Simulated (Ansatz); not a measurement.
The cell was built from the hcp type and relaxed in the same program, and has space group P6_3/mmc; it needn't be a known or the stable phase.

Rb: DFT, PBE, PAW with Ansatz's default frozen-core files, scalar-relativistic (Ansatz 0.2.0).

Command: `ansatz run input.yaml --threads 1 --pin off --max-ram 2048MiB --backend cpu --events-out ev --progress --plain --runs-dir out` The run took 11 s on 1 thread of Intel(R) Xeon(R) 6975P-C (Granite Rapids), with other jobs on the host.

```yaml
crystal:
  lattice:
    - [5.0344639581, 0.0, 0.0]
    - [-2.517231979, 4.3599736822, 0.0]
    - [0.0, 0.0, 8.3367950819]
  atoms:
    - { symbol: Rb, position: [0.3333333333, 0.6666666667, 0.25] }
    - { symbol: Rb, position: [0.6666666667, 0.3333333333, 0.75] }
kpoints:
  mp_grid: { grid: [11, 11, 6] }
  band_path:
    path:
      - [0.0, 0.0, 0.0]
      - [0.5, 0.0, 0.0]
      - [0.3333333333, 0.3333333333, 0.0]
      - [0.0, 0.0, 0.0]
      - [0.0, 0.0, 0.5]
      - [0.5, 0.0, 0.5]
      - [0.3333333333, 0.3333333333, 0.5]
      - [0.0, 0.0, 0.5]
      - [0.5, 0.0, 0.5]
    npoints: 14
scf:
  occupations: { method: fermi_dirac, width: 0.03 }
hamiltonian:
  xc: pbe
  pseudopotentials: { kind: paw }
output:
  forces: true
  stress: true
  eigenvalues: true
  efg: { contact_densities: true }
  populations: true
  bader: true
  dos: { projected: true, de: 0.2, e_range: [-14, 8] }
  write_density: true
  write_potential: true
  elf: true
  volumetric_format: npy
```

Output:

```
Rb: output.efg is read without spin–orbit coupling, which moves field gradients at and beside such atoms by some per cent and up to a factor of two; PAW files take it under magnetization.noncollinear and magnetization.spin_orbit
Engine: ansatz 0.2.0
Pseudopotentials: kind: paw
Pseudopotential: Rb, paw, valence charge 9, recommended cutoff 420 eV (normal)
Functional definition: PBE
  parameter kappa = 0.804
  parameter beta = 0.06672455060314922
  exchange = pbe_x(kappa = kappa, mu = beta*pi^2/3)
  correlation = pbe_c(beta = beta)
Crystal: 2 atoms, lattice volume = 182.994 Å³
Basis set: ecut = 420 eV, 3573 PW (Γ), exchange–correlation on 72×72×120 points (8 copies of the dense FFT grid, shifted against one another)
Bands: 13, of which v1, the nominal top of the filled ones, is band 9 counted from 1 (8 counted from 0)
Symmetry: 24 space group operations
Space group: P63/mmc (ITA 194), of the structure as read, at distance tolerance 5.7e-5 Å
k-points: 64 of 726
Non-local potential: Rb, projectors of the file, l = 0: 3, l = 1: 2, l = 2: 2
PAW form: soft (Blöchl's): semilocal exchange-correlation on the pseudo side does not see the compensation charge
PAW one-centre angular grid: Rb, 110 points (default); XC on 64 Gauss nodes
Initial density: superposition of atomic densities (neutral atoms: chi_scale 0, normalization atom), corrected by the library's trained network
Initial wavefunctions: pseudopotential atomic-orbital guess
Functional: x = pbe(κ = 0.804, μ = 0.2195149727645171), c = pbe(β = 0.06672455060314922)
SCF iter   1: F=—  HF=-6534.700599 eV  |F-HF|=—  |Δ(HF+E_count)|=         —  Δρ=2.62e-4  dr2=3.39e-4  ethr=1.77e-3  ⟨swp⟩=8.3  Hψ=5908  notcnv=0
preconditioner: auto → Kerker (q_TF=auto, 1.854 Å⁻¹)  [metal: Δε(μ)=0.029 eV  Ē_g=2.252 eV  σ=0.030 eV  W_gap=0.24  n_scr=22 (ndim 8)  ℏωp=3.9 eV  f_vac=0.000  D(μ)=2.51/eV (n_scr^D=10)]
SCF iter   2: F=—  HF=-6534.701280 eV  |F-HF|=—  |Δ(HF+E_count)|=   6.81e-4  Δρ=1.87e-4  dr2=1.88e-4  ethr=1.89e-6  ⟨swp⟩=3.3  Hψ=2314  notcnv=0
SCF iter   3: F=—  HF=-6534.701309 eV  |F-HF|=—  |Δ(HF+E_count)|=   2.87e-5  Δρ=1.15e-4  dr2=4.44e-5  ethr=1.05e-6  ⟨swp⟩=1.7  Hψ=910  notcnv=0
SCF iter   4: F=—  HF=-6534.701277 eV  |F-HF|=—  |Δ(HF+E_count)|=   3.15e-5  Δρ=8.71e-5  dr2=8.74e-6  ethr=2.47e-7  ⟨swp⟩=1.6  Hψ=888  notcnv=0
SCF iter   5: F=—  HF=-6534.701278 eV  |F-HF|=—  |Δ(HF+E_count)|=   1.07e-6  Δρ=1.95e-5  dr2=8.41e-7  ethr=4.86e-8  ⟨swp⟩=1.8  Hψ=903  notcnv=0
SCF iter   6: F=-6534.701278 eV  HF=-6534.701278 eV  |F-HF|=5.08e-9  |Δ(HF+E_count)|=   8.01e-8  Δρ=4.20e-6  dr2=6.07e-8  ethr=5.56e-10  ⟨swp⟩=7.9  Hψ=6235  notcnv=0
SCF 1 converged in 6 iterations: F = -6534.701278 eV  dr2 = 6.07e-8
  greatest PAW one-centre occupation: 0.975 electrons in one spin orbital (limit 2), on the Rb atom at site 1 (counted from 0), in its partial waves of l = 0
NSCF: frozen V_eff on 113 k-points
SCF converged after 6 iterations
Free energy (F): -6534.701278 eV
Harris-Foulkes:  -6534.701278 eV  (|F-HF|=5.08e-9)
Internal energy: -6534.694215 eV  (E = F + TS)
E sigma→0 (E₀):  -6534.697747 eV
Entropy (-TS):   -0.007063 eV (-3.532 meV/atom)
Fermi energy:    1.942122 eV
--- Per-component energies (eV) ---
  E_band       = -238.244198
  E_kinetic    = 381.466934
  E_local      = -1419.825709  (includes V_loc(G=0)·N_el)
  E_nonlocal   = 347.168176
  E_hartree    = 398.587058
  E_xc         = -258.487788
  E_vxc        = -270.286112  (∫ρ·V_xc dr)
  E_paw        = -5236.039811  (= ΣΔE_a)
  E_vpaw       = -73.946851  (= ΣTr[D̂ρ^β])
  E_aug_tail   = -0.000002  (compensation charges beyond the density's cutoff)
  E_ewald      = -747.563072
  E_smearing   = -0.007063  (= −TS)
  E_closure    = -0.000000  (closes the sum)
  Σ components = -6534.701278   (vs F -6534.701278, Δ=0.00e0)
--- Forces (eV/Å), atoms counted from 1 ---
  atom   1  Rb    -0.00000000     0.00000000     0.00000000
  atom   2  Rb     0.00000000    -0.00000000     0.00000000
  max |Σ_I F_I| component: 1.16e-18 eV/Å
--- Stress (GPa, compression-positive) ---
       -0.005554      -0.000000       0.000000
       -0.000000      -0.005554       0.000000
        0.000000       0.000000       0.003939
  P = ⅓ Tr σ = -0.0024 GPa (-0.024 kbar)
--- PAW observables at the nuclei: V_zz in 10²¹ V/m², potentials from the cell's mean, atoms counted from 1 ---
  atom   1  Rb V_zz =    -0.155497   η = 0.0000   by run symmetry: allowed
            electrostatic potential = -5298.556151 V   contact ρ = 361982.068732 e/Å³
  atom   2  Rb V_zz =    -0.155497   η = 0.0000   by run symmetry: allowed
            electrostatic potential = -5298.556151 V   contact ρ = 361982.068732 e/Å³
--- Band table (eV; the first three rows and the last of 64) ---
  k-point 0: bands = ["-26.9779", "-26.9745", "-11.1120", "-11.0334", "-11.0334", "-11.0228", "-11.0216", "-11.0216", "-0.0452", "2.0171", "2.5347", "5.4004", "5.4120"]
  k-point 1: bands = ["-26.9777", "-26.9747", "-11.1061", "-11.0326", "-11.0326", "-11.0289", "-11.0224", "-11.0224", "0.0305", "1.6108", "2.9615", "5.2180", "5.3972"]
  k-point 2: bands = ["-26.9771", "-26.9754", "-11.0901", "-11.0455", "-11.0305", "-11.0305", "-11.0246", "-11.0246", "0.2532", "1.0748", "3.5689", "4.7584", "5.3941"]
  k-point 63: bands = ["-26.9733", "-26.9733", "-11.0974", "-11.0974", "-11.0753", "-11.0753", "-11.0402", "-11.0402", "2.8506", "2.8506", "3.0358", "3.0358", "3.5029"]
--- Löwdin populations: 2 sites ---
  site symbol       q [e]
     0     Rb      8.9721
     1     Rb      8.9721
  spilling = 0.003098 (of n_electrons = 18.000000)
--- Bader charges: 2 sites ---
  site symbol  charge [e]  shift [e]
     0     Rb      0.0000     0.0000
     1     Rb      0.0000     0.0000
  estimated error of the sums over rays = 1.7e-5 e
```

populations.tsv:

```
# site	symbol	l	j	q
# orbitals = lowdin
# n_electrons = 18.000000
# spilling = 0.003098
0	Rb	0_4S	-	1.996040
0	Rb	0_5S	-	0.981351
0	Rb	1_4P	-	5.994723
1	Rb	0_4S	-	1.996040
1	Rb	0_5S	-	0.981351
1	Rb	1_4P	-	5.994723
```

bader_charges.tsv:

```
# site	symbol	x_ang	y_ang	z_ang	partial_charge_e	electrons	volume_ang3	relative_density_drop	shared_charge_e	partial_wave_shift_e
# quadrature_error_electrons = 1.7e-5
0	Rb	0.0000	2.9066	2.0842	0.00000	37.00000	91.50	-	0.00000	0.00000
1	Rb	2.5172	1.4533	6.2526	0.00000	37.00000	91.50	-	0.00000	0.00000
```
